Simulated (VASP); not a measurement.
# As (Pm-3m) in VASP: notebook

One crystal, As, is run at these levels: PBE; tasks: single point.

All numbers are computed with VASP 6.6.1; they aren't measurements. Logs are shortened: lines on timing, memory, paths and dates and some standing lists are left out, and cuts for length are marked.

### 1 The undisturbed crystal

Symmetry: Pm-3m, No. 221, cubic system. Conventional cell: a = 2.704 Å, b = 2.704 Å, c = 2.704 Å, α = 90.00°, β = 90.00°, γ = 90.00°. As (site symmetry m-3m) has 6 As at 2.70 Å as nearest neighbours.

This isn't the form of As at room conditions, which is rhombohedral.

### 2 Single point, PBE (strained and moved within the space group)

INCAR

```
SYSTEM = As
PREC     = Accurate       ! precision mode
ENCUT    = 520            ! plane-wave cutoff, eV
EDIFF    = 1E-7           ! SCF threshold, eV
ISMEAR   = 0              ! smearing method
SIGMA    = 0.1            ! smearing width, eV
LREAL    = .False.        ! projectors in reciprocal space
LASPH    = .True.         ! aspherical terms in the spheres
NELM     = 100            ! most SCF steps
ALGO     = Normal         ! electronic algorithm
ISIF     = 2              ! what is computed and relaxed
LWAVE    = .False.        ! write WAVECAR
LCHARG   = .False.        ! write CHGCAR
GGA      = PE             ! functional
NBANDS   = 8              ! bands
```

KPOINTS

```
Automatic mesh
0
Gamma
  16 16 16
  0 0 0
```

POSCAR

```
As
1.0
    2.6178939227      0.0000000000      0.0000000000
    0.0000000000      2.6178939227      0.0000000000
    0.0000000000      0.0000000000      2.6178939227
As
1
Direct
    0.5000000000      0.5000000000      0.5000000000
```

Potentials or basis: VASP PAW PBE potentials, release 64 (As).

Launch:

```bash
$ cat potpaw_PBE.64/As/POTCAR > POTCAR
$ mpirun -np 1 vasp_std > vasp.out
```

OUTCAR:

```text
SYSTEM = As
   PREC = Accurate
   ENCUT = 520
   EDIFF = 1E-7
   ISMEAR = 0
   LREAL = .False.
   LASPH = .True.
   NELM = 100
   ISIF = 2
   GGA = PE

 ion  position               nearest neighbor table
   1  0.500  0.500  0.500-

  LATTYP: Found a simple cubic cell.
 ALAT       =     2.6178939227

  Lattice vectors:

 A1 = (   2.6178939227,   0.0000000000,   0.0000000000)
 A2 = (   0.0000000000,   2.6178939227,   0.0000000000)
 A3 = (   0.0000000000,   0.0000000000,   2.6178939227)

Analysis of symmetry for initial positions (statically):
=====================================================================
 Subroutine PRICEL returns:
 Original cell was already a primitive cell.

 Routine SETGRP: Setting up the symmetry group for a
 simple cubic supercell.

 Subroutine GETGRP returns: Found 48 space group operations
 (whereof 48 operations were pure point group operations)
 out of a pool of 48 trial point group operations.

The static configuration has the point symmetry O_h .

Analysis of symmetry for dynamics (positions and initial velocities):
=====================================================================
 Subroutine PRICEL returns:
 Original cell was already a primitive cell.

 Routine SETGRP: Setting up the symmetry group for a
 simple cubic supercell.

 Subroutine GETGRP returns: Found 48 space group operations
 (whereof 48 operations were pure point group operations)
 out of a pool of 48 trial point group operations.

The dynamic configuration has the point symmetry O_h .

 Subroutine INISYM returns: Found 48 space group operations
 (whereof 48 operations are pure point group operations),
 and found     1 'primitive' translations

----------------------------------------------------------------------------------------

                                     Primitive cell

  volume of cell :      17.9414

  direct lattice vectors                    reciprocal lattice vectors
     2.617893923  0.000000000  0.000000000     0.381986448  0.000000000  0.000000000
     0.000000000  2.617893923  0.000000000     0.000000000  0.381986448  0.000000000
     0.000000000  0.000000000  2.617893923     0.000000000  0.000000000  0.381986448

  length of vectors
     2.617893923  2.617893923  2.617893923     0.381986448  0.381986448  0.381986448

[... 79 lines left out ...]
   LREAL  =      F    real-space projection
   EDIFFG = 0.1E-05   stopping-criterion for IOM
   NSW    =      0    number of steps for IOM
   IBRION =     -1    ionic relax: 0-MD 1-quasi-New 2-CG
   NFREE  =      0    steps in history (QN), initial steepest desc. (CG)
   ISIF   =      2    stress and relaxation
   ISYM   =      2    0-nonsym 1-usesym 2-fastsym
   POTIM  = 0.5000    time-step for ionic-motion
   TEBEG  =    0.0;   TEEND  =   0.0 temperature during run
   PSTRESS=    0.0 pullay stress
   NELECT =       5.0000    total number of electrons
   NUPDOWN=      -1.0000    fix difference up-down
   EMIN   =  10.00;   EMAX   =-10.00  energy-range for DOS
   EFERMI =   0.00;   METHOD = LEGACY
   ISMEAR =     0;   SIGMA  =   0.10  broadening in eV -4-tet -1-fermi 0-gaus
   EFERMI_NEDOS =   21; number of points for ismear=-14 and -15
   IALGO  =     38    algorithm
   IMIX   =      4    mixing-type and parameters
     AMIX     =   0.40;   BMIX     =  1.00
     AMIX_MAG =   1.60;   BMIX_MAG =  1.00
  volume/ion in A,a.u.               =      17.94       121.07
  Fermi-wavevector in a.u.,A,eV,Ry     =   1.069333  2.020746 15.557883  1.143472
  Thomas-Fermi vector in A             =   2.205009
   LORBIT       =      0    0 simple, 1 ext, 2 COOP (PROOUT), +10 PAW based schemes
   GGA     = PE    functional components
   LHFCALC =     F    Hartree Fock is set to
   AEXX    =    0.0000 exact exchange contribution
   IVDW    =     0    specifies the selected vdW correction
   LEPSILON=     F    determine dielectric tensor
   LRPA    =     F    only Hartree local field effects (RPA)
 non-spin polarized calculation
 Gauss-broadening in eV      SIGMA  =   0.10
  energy-cutoff  :      520.00
  volume of cell :       17.94
 maximum number of plane-waves:       500
 NGX is ok and might be reduce to    20
   NGX =  9   NGY =  9   NGZ =  9

 number of electron       4.9999998 magnetization

 Free energy of the ion-electron system (eV)
  ---------------------------------------------------
  ext. energy  EPLUGINS =         0.00000000
  ---------------------------------------------------
  free energy    TOTEN  =        -4.46919102 eV

  energy without entropy =       -4.46827668  energy(sigma->0) =       -4.46873385

 E-fermi :   7.1636     XC(G=0): -10.8636

 val. band max:        7.1348116561   @ k =   0.5000   0.3750   0.3750
 cond. band min:       7.2079318493   @ k =   0.3125   0.3125   0.3125
 fundamental gap:      0.0731201932
 Fermi energy:         7.1635884496

 k-point     1 :       0.0000    0.0000    0.0000
  band No.  band energies     occupation
      1      -8.8131      2.00000
      2      11.6318      0.00000
      3      11.6318      0.00000
      4      11.6318      0.00000
      5      15.6775      0.00000
      6      15.6775      0.00000
      7      18.5221      0.00000
      8      33.2867      0.00000
[... 243 lines left out ...]
 k-point    24 :       0.5000    0.1250    0.0000
  band No.  band energies     occupation
      1      -4.9008      2.00000
      2      -0.3563      2.00000
      3      11.4836      0.00000
      4      14.5825      0.00000
      5      17.6365      0.00000
      6      20.2651      0.00000
      7      22.5851      0.00000
      8      23.1875      0.00000

 [... further k-points ...]

------------------------ aborting loop because EDIFF is reached ----------------------------------------

  FORCE on cell =-STRESS in cart. coord.  units (eV):
  Direction    XX          YY          ZZ          XY          YZ          ZX
  --------------------------------------------------------------------------------------
  -------------------------------------------------------------------------------------
  Total        1.5018742      1.5018742      1.5018742     -0.0000000     -0.0000000     -0.0000000
  in kB      134.1182877    134.1182877    134.1182877     -0.0000000     -0.0000000     -0.0000000
  external PRESSURE =     134.1182877 kB  Pullay stress =       0.0000000 kB

 VOLUME and BASIS-vectors are now :
 -----------------------------------------------------------------------------
  energy-cutoff  :      520.00
  volume of cell :       17.94
      direct lattice vectors                 reciprocal lattice vectors
     2.617893923  0.000000000  0.000000000     0.381986448  0.000000000  0.000000000
     0.000000000  2.617893923  0.000000000     0.000000000  0.381986448  0.000000000
     0.000000000  0.000000000  2.617893923     0.000000000  0.000000000  0.381986448

 POSITION                                       TOTAL-FORCE (eV/Angst)
 -----------------------------------------------------------------------------------
      1.30895      1.30895      1.30895         0.000000      0.000000      0.000000
 -----------------------------------------------------------------------------------
    total drift:                                0.000000     -0.000000      0.000000

  FREE ENERGIE OF THE ION-ELECTRON SYSTEM (eV)
  ---------------------------------------------------
  free  energy   TOTEN  =        -4.4691910176 eV

  energy  without entropy=       -4.4682766805  energy(sigma->0) =       -4.46873385
```

OSZICAR:

```text
N       E                     dE             d eps       ncg     rms          rms(c)
DAV:   1     0.803181728954E+01    0.80318E+01   -0.21517E+03  2664   0.470E+02
DAV:   2    -0.433107582855E+01   -0.12363E+02   -0.11967E+02  3384   0.611E+01
DAV:   3    -0.446834483297E+01   -0.13727E+00   -0.13595E+00  3112   0.874E+00
DAV:   4    -0.446845787121E+01   -0.11304E-03   -0.11304E-03  3936   0.284E-01
DAV:   5    -0.446845792676E+01   -0.55542E-07   -0.55000E-07  3200   0.396E-03    0.255E+00
DAV:   6    -0.446844059301E+01    0.17334E-04   -0.71131E-04  3112   0.212E-01    0.153E+00
DAV:   7    -0.446913431537E+01   -0.69372E-03   -0.17862E-03  2824   0.346E-01    0.814E-02
DAV:   8    -0.446918766894E+01   -0.53354E-04   -0.49797E-05  3360   0.494E-02    0.134E-02
DAV:   9    -0.446919056726E+01   -0.28983E-05   -0.36224E-06  3352   0.136E-02    0.185E-03
DAV:  10    -0.446919103983E+01   -0.47256E-06   -0.50769E-07  3432   0.434E-03    0.395E-04
DAV:  11    -0.446919101760E+01    0.22223E-07   -0.40279E-09  1760   0.430E-04
   1 F= -.44691910E+01 E0= -.44687338E+01  d E =-.914337E-03
```

Wall time 6.1 s (1 thread of Intel Xeon 6975P-C (Granite Rapids), shared host); peak memory 0.13 GiB.

Results:

* Free energy: -4.4692 eV
* Pressure: 13.4 GPa
* Band gap on the k mesh: none (metal or under the smearing width)

### 3 Single point, PBE (strained and moved within a subgroup)

INCAR

```
SYSTEM = As
PREC = Accurate ; ENCUT = 520
EDIFF = 1E-6 ; ISMEAR = 0
SIGMA = 0.1 ; LREAL = .False.
LASPH = .True. ; NELM = 100
ALGO = Normal ; ISIF = 2
LWAVE = .False. ; LCHARG = .False.
GGA = PE ; NBANDS = 8
```

KPOINTS

```
regular mesh
0
Gamma
  16 16 16
  0 0 0
```

POSCAR

```
As
1.0
    2.8006898454      0.0000000000      0.0000000000
    0.0000000000      2.8006898454      0.0000000000
    0.0000000000      0.0000000000      2.8006898454
As
1
Direct
    0.5000000000      0.5000000000      0.5000000000
```

Potentials or basis: VASP PAW PBE potentials, release 64 (As).

Launch:

```bash
$ cat potpaw_PBE.64/As/POTCAR > POTCAR
$ mpirun -np 1 vasp_std > vasp.out
```

It took 6.2 s on 1 thread of Intel Xeon 6975P-C (Granite Rapids), shared host; peak memory 0.15 GiB.

The run converged. Its results:

- Free energy: -4.5312 eV
- Pressure: -5.1 GPa
- Band gap on the k mesh: none (metal or under the smearing width)

Levels at points of the mesh, in eV from the Fermi level:
| k point | band 1 | band 2 | band 3 | band 4 | band 5 | band 6 | band 7 | band 8 |
| --- | --- | --- | --- | --- | --- | --- | --- | --- |
| (0.00, 0.00, 0.00) | -14.09 | 3.74 | 3.74 | 3.74 | 8.40 | 8.40 | 9.65 | 23.58 |
| (0.50, 0.00, 0.00) | -11.40 | -6.14 | 5.68 | 5.68 | 10.83 | 13.49 | 13.56 | 14.24 |
| (0.50, 0.50, 0.00) | -8.63 | -3.78 | -3.78 | 2.95 | 7.48 | 15.29 | 16.71 | 16.71 |
| (0.50, 0.50, 0.50) | -5.66 | -1.64 | -1.64 | -1.64 | 6.10 | 6.10 | 6.10 | 9.62 |

### 4 Single point, PBE (strained and moved within a subgroup)

INCAR

```
PREC = Accurate ; ENCUT = 520
EDIFF = 1E-6 ; ISMEAR = 0
SIGMA = 0.1 ; LREAL = F
LASPH = T ; NELM = 100
ALGO = Normal ; ISIF = 2
LWAVE = F ; LCHARG = F
GGA = PE ; NBANDS = 8
```

KPOINTS

```
Automatic mesh
0
Gamma
  12 14 12
```

POSCAR

```
As
1.0
    2.8468687296      0.0000000000      0.0000000000
    0.0000000000      2.6846478249      0.0000000000
    0.0000000000      0.0000000000      2.8468687296
As
1
Direct
    0.5000000000      0.5000000000      0.5000000000
```

Launch:

```bash
$ cat potpaw_PBE.64/As/POTCAR > POTCAR
$ mpirun -np 1 vasp_std > vasp.out
```

Wall time 7.3 s (1 thread of Intel Xeon 6975P-C (Granite Rapids), shared host); peak memory 0.16 GiB.

It converged, with:

| Quantity | Value |
| --- | --- |
| Free energy | -4.5111 eV |
| Pressure | -3.8 GPa |
| Band gap on the k mesh | none (metal or under the smearing width) |

Stress tensor (GPa, compression positive):
```
-6.54  0.00  0.00
 0.00  1.54  0.00
 0.00  0.00 -6.54
```

Levels at points of the mesh, in eV from the Fermi level:
```
           k point  band 1  band 2  band 3  band 4  band 5  band 6
(0.00, 0.00, 0.00)  -14.17    3.18    3.18    5.08    8.00    8.22
(0.50, 0.00, 0.00)  -11.71   -6.15    4.96    6.84   10.63   13.59
(0.00, 0.50, 0.00)  -10.86   -6.30    5.59    5.59   10.96   12.99
(0.50, 0.50, 0.00)   -8.29   -4.18   -3.29    3.00    7.24   15.23
(0.50, 0.00, 0.50)   -9.21   -3.94   -3.94    2.81    8.46   15.87
(0.50, 0.50, 0.50)   -5.55   -2.28   -1.30   -1.30    5.94    5.94
```

### 5 Single point, PBE (As replaced by N, lengths x 0.758, strained and moved within the space group)

INCAR

```
SYSTEM = N
PREC     = Accurate       ! precision mode
ENCUT    = 520            ! plane-wave cutoff, eV
EDIFF    = 1E-7           ! SCF threshold, eV
ISMEAR   = 0              ! smearing method
SIGMA    = 0.1            ! smearing width, eV
LREAL    = .FALSE.        ! projectors in reciprocal space
LASPH    = .TRUE.         ! aspherical terms in the spheres
NELM     = 100            ! most SCF steps
ALGO     = Normal         ! electronic algorithm
ISIF     = 2              ! what is computed and relaxed
LWAVE    = .FALSE.        ! write WAVECAR
LCHARG   = .FALSE.        ! write CHGCAR
GGA      = PE             ! functional
NBANDS   = 8              ! bands
```

KPOINTS

```
regular mesh
0
G
  8 8 8
  0 0 0
```

POSCAR

```
N
1.0
    2.1182033251      0.0000000000      0.0000000000
    0.0000000000      2.1182033251      0.0000000000
    0.0000000000      0.0000000000      2.1182033251
N
1
Direct
    0.5000000000      0.5000000000      0.5000000000
```

Potentials or basis: VASP PAW PBE potentials, release 64 (N).

Launch:

```bash
$ cat potpaw_PBE.64/N/POTCAR > POTCAR
$ mpirun -np 1 vasp_std > vasp.out
```

It took 1.5 s on 1 thread of Intel Xeon Platinum 8488C (Sapphire Rapids), shared host; peak memory 0.1 GiB.

Results (log left out):

| Item | Value |
| --- | --- |
| Free energy | -4.5674 eV |
| Pressure | -38.2 GPa |
| Band gap on the k mesh | none (metal or under the smearing width) |

Levels at points of the mesh, in eV from the Fermi level:
```csv
k point,band 1,band 2,band 3,band 4,band 5,band 6
"(0.00, 0.00, 0.00)",-17.65,2.94,2.94,2.94,16.47,23.23
"(0.50, 0.00, 0.00)",-13.91,-6.64,4.04,4.04,20.11,24.45
"(0.50, 0.50, 0.00)",-10.53,-3.92,-3.92,4.93,11.49,28.78
"(0.50, 0.50, 0.50)",-7.42,-1.85,-1.85,-1.85,17.86,17.86
```

Caveat: the k mesh is coarse (spacing up to 0.37 Å⁻¹), so the values aren't converged; the cell as given lies far from equilibrium; so large a pressure means that the cell lies far from this level's equilibrium, or that cutoff or potentials fall short.

### 6 Summary

```tsv
potentials or basis	cell	k mesh	mesh quality	gap on the mesh (eV)	pressure (GPa)
VASP PAW PBE potentials, release 64 (As)	strained and moved within the space group	16 × 16 × 16	not flagged	none	13.4
VASP PAW PBE potentials, release 64 (As)	strained and moved within a subgroup	16 × 16 × 16	not flagged	none	-5.1
VASP PAW PBE potentials, release 64 (As)	strained and moved within a subgroup	12 × 14 × 12	not flagged	none	-3.8
VASP PAW PBE potentials, release 64 (N)	As replaced by N, lengths x 0.758, strained and moved within the space group	8 × 8 × 8	coarse	none	-38.2
```

Alike in all rows: task single point; level PBE; no spin polarisation; cutoff (eV) 520; smearing gaussian 0.1 eV.

Caveats: some runs use coarse meshes; the cell as given lies far from equilibrium (some runs); so large a pressure means that the cell lies far from this level's equilibrium, or that cutoff or potentials fall short (some runs).

Total energies depend on the potentials used, so only differences within one code and one set of settings carry meaning.
